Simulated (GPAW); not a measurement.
# Quasiparticle gap of KCl (Fm-3m) in GPAW, part 2 of 2

Wanted: ground state, empty states, screening and self-energy for KCl (Fm-3m).

GPAW 26.7.0; PBE and many-body steps on it, plane waves. Known limits of the many-body steps: not at the basis limit.

So far. Step 3 (Bands along the symmetry lines): The gap is 5.194 eV, as in the run before at this level. Step 4 (Empty states on the mesh, 4×4×4 mesh, 269 bands): On this mesh the gap is 5.194 eV.

## Step 5: Screening and self-energy, 4×4×4 mesh, 259 bands, screening to 150 eV

G0W0 replaces the xc potential by the self-energy, built once from these orbitals. Only a window of levels is corrected, while the sums run over the empty bands that the input names.

This step: G0W0 on PBE, plane waves, PAW.

run.py reads:

```python
import json
import numpy as np
from gpaw.mpi import world
from gpaw.response.g0w0 import G0W0

gw = G0W0('full.gpw',
    filename='gw',
    kpts=[0],
    bands=(6, 10),
    ecut=150,
    nbands=259,
    integrate_gamma='WS',
    ppa=True)
gw.calculate()
res = {mode: {k: v for k, v in r.items() if k != 'sigma_eskwn'}
       for mode, r in gw.all_results.items()}

if world.rank == 0:
    with open('result.json', 'w') as f:
        json.dump(res, f, default=lambda x: x.tolist())
```

On the command line:

```bash
$ mpirun -n 8 gpaw python run.py
```

Numbers of over 12 decimals in the logs are rounded to 6 here.

What it wrote:

```text
Using integrator: PointIntegrator
FrequencyGridDescriptor(from 0.000+0.000j to 0.000+27.211j eV, 2 points)
Nonperiodic BCs:  [False False False]
Using integrator: PointIntegrator
FrequencyGridDescriptor(from 0.000+0.000j to 0.000+27.211j eV, 2 points)
Nonperiodic BCs:  [False False False]
  ___  _ _ _
 |   || | | |
 | | || | | |
 |__ ||_____|
 |___|

BZ k-points: Symmetries present (total): 48

  [... matrices ...]
64 k-points: 4 x 4 x 4 Monkhorst-Pack grid + [1/8,1/8,1/8]
8 k-points in the irreducible part of the Brillouin zone
       k-points in crystal coordinates                weights
   0:     0.00000000    0.00000000    0.00000000          1/64
   1:     0.25000000    0.25000000    0.00000000          6/64
   2:     0.25000000    0.25000000    0.25000000          8/64
   3:     0.50000000    0.25000000   -0.25000000          6/64
   4:     0.50000000    0.25000000    0.25000000         12/64
   5:     0.50000000    0.50000000    0.00000000          3/64
   6:     0.50000000    0.50000000    0.25000000         24/64
   7:     0.50000000    0.50000000    0.50000000          4/64

Distributing spins, k-points and bands (1 x 1 x 4) over 8 processes
Number of blocks: 1

Quasi particle states:
k-points (IBZ indices): [0]
Band range: (6, 10)
  [... matrices ...]
Computational parameters:
Plane wave cut-off: 150 eV
Number of bands: 259
Coulomb cutoff: None
Broadening: 0.1 eV

fxc modes: GW
Kernel: RPA
Using Godby-Needs plasmon-pole approximation:
  Fitting energy: i*E0, E0 = 1.000 Hartree
Summing all q:

Calculating screened Coulomb potential
No Coulomb truncation
FrequencyGridDescriptor(from 0.000+0.000j to 0.000+27.211j eV, 2 points)
Removing empty qpoint cache files...

Calculating chi0 body with:
    Ground state adapter containing:
    Number of spins: 1
    Number of kpoints: 64
    Number of irreducible kpoints: 8
    Number of completely occupied states: 8
    Number of partially occupied states: 8
    Occupied states memory: 1.6875 M / cpu

    Linear response parametrization:
    q_c: [0.0, 0.0, 0.0]
    Number of frequency points: 2
    Planewave cutoff: 150.0
    Number of bands: 259
    Number of planewaves: 259
    Broadening (eta): 1e-06
    comm.size: 8
    kncomm.size: 8
    blockcomm.size: 1

    Memory estimate of potentially large arrays:
        chi0_wGG: 2.047150 M / cpu
Integrating chi0 body.

Symmetries of q_c:
    Direct symmetries (Uq -> q): 48
    Indirect symmetries (TUq -> q): 0
In total 48 allowed symmetries.

  [... matrices ...]
8 groups of equivalent kpoints. 87.5% reduction.

Integral kind: response function
Integrating chi0 head and wings.

Symmetries of q_c:
    Direct symmetries (Uq -> q): 48
    Indirect symmetries (TUq -> q): 0
In total 48 allowed symmetries.

  [... matrices ...]
8 groups of equivalent kpoints. 87.5% reduction.

Integral kind: response function wings

Calculating chi0 body with:
    Ground state adapter containing:
    Number of spins: 1
    Number of kpoints: 64
    Number of irreducible kpoints: 8
    Number of completely occupied states: 8
    Number of partially occupied states: 8
    Occupied states memory: 1.6875 M / cpu

    Linear response parametrization:
[... the further q-points ...]

Results:
f:      Occupation numbers
eps:     KS-eigenvalues [eV]
vxc:     KS vxc [eV]
exx:     Exact exchange [eV]
sigma:   Self-energies [eV]
dsigma:  Self-energy derivatives
Z:       Renormalization factors
qp:      QP-energies [eV]

k-point 0 (0): (0.000, 0.000, 0.000)                GW
band       f     eps     vxc     exx   sigma  dsigma       Z      qp
                                                                   GW
   6   1.000  -0.329 -16.355 -20.768   1.793  -0.225   0.817  -2.468
   7   1.000  -0.329 -16.355 -20.768   1.793  -0.225   0.817  -2.467
   8   0.000   4.865  -7.907  -4.229  -2.922  -0.138   0.879   5.529
   9   0.000   8.030  -9.268  -4.312  -3.078  -0.143   0.875   9.674
```

Wall time 58 s (8 MPI ranks of Arm Neoverse V2, shared host); peak memory 2.4 GiB.

This step gave:

```yaml
g0w0_gap_on_the_points_computed: 7.996 eV
least_direct_g0w0_gap_on_the_computed_points: 7.996 eV
z_at_the_valence_top: 0.8166
z_at_the_conduction_bottom: 0.8787
starting_gap_on_the_mesh: 5.194 eV
k_of_the_valence_top: 0, 0, 0
k_of_the_conduction_bottom: 0, 0, 0
```

The gap on the mesh goes from 5.19 eV to 8.00 eV, a correction of +2.80 eV.

Limits: finite bands, cutoff and mesh. v1 is the top filled band, c1 the lowest empty one. The levels before and after the correction (eV, zero at the valence-band top of each column):

```csv
,conduction bottom,valence top
Kohn-Sham,5.19,0.00
G0W0,8.00,0.00
```

```csv
,level,energy (eV)
Kohn-Sham,Γ v2-v1,0.000
Kohn-Sham,Γ c1,5.194
Kohn-Sham,Γ c2,8.359
G0W0,Γ v2-v1,0.000
G0W0,Γ c1,7.996
G0W0,Γ c2,12.141
```

## Step 6: Where the time went

Times are wall times on 8 MPI ranks of Arm Neoverse V2, shared host, good to a factor of about two.

```csv
step,time,share,memory (GiB)
ground state,4.8 s,6 %,1.2
bands along the symmetry lines,5.8 s,8 %,1.2
empty states on the mesh,7.9 s,10 %,2.1
screening and self-energy,58 s,76 %,2.4
```

## Step 7: Summary of results

| Property | Result |
| --- | --- |
| PBE gap | 5.19 eV, direct |
| G0W0 gap on the mesh | 8.00 eV |
| GW settings | 4×4×4 mesh, 259 bands, screening to 150 eV, Godby-Needs plasmon pole |
| known limits | not at the basis limit |

What this shows: G0W0 moves the gap on the mesh from 5.19 eV to 8.00 eV (+2.80 eV), with Z of 0.82 and 0.88 at the edges. Only 1 of the mesh's irreducible points was corrected, so a valley elsewhere could overtake. The dearest step here is «screening and self-energy». Bands and cutoff are finite, so the gap is not at the basis limit. The miss can reach some tenths of an eV and take either sign; the mesh is an error of its own. These stock PAW sets were not made for GW. In the G0W0 run levels were corrected at 1 k point alone, so a gap called «on the mesh» is the least over those, and an edge elsewhere would be missed.

[Paths, hosts, dates, memory and timing lines, banners, echoed tables and standing remarks are left out of the program output.]

[Logs are printed without paths, hosts, clocks, repeated set-up lines and the standing remarks that a program may print on its own settings, such as how far it seeks lower states.]

[Runs of the session that timed out or met a known fault of the program may be left out.]

[Hosts, paths, dates, database ids (printed as entryN), source tags and the programs' standing remarks are cut or masked in the printed files.]
